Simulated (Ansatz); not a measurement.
An element in the bcc structure gives these cold pressures by all-electron LAPW under PBE (Ansatz 0.2.0, scalar-relativistic, no spin polarisation).

```
V (Å³/atom)  P (GPa)
      15.09     0.09
      13.88     35.6
      12.68     90.7
      11.47    177.0
      10.26    314.0
       9.05    538.2
       7.85    919.2
       6.79     1505
```

Task: Which element is it?

Result: Re. Its zero-pressure volume in this structure is near 15.1 Å³/atom; the volume and the steepness of P(V) together point to it, though neighbours can come close. Neighbours weren't tried against these numbers.
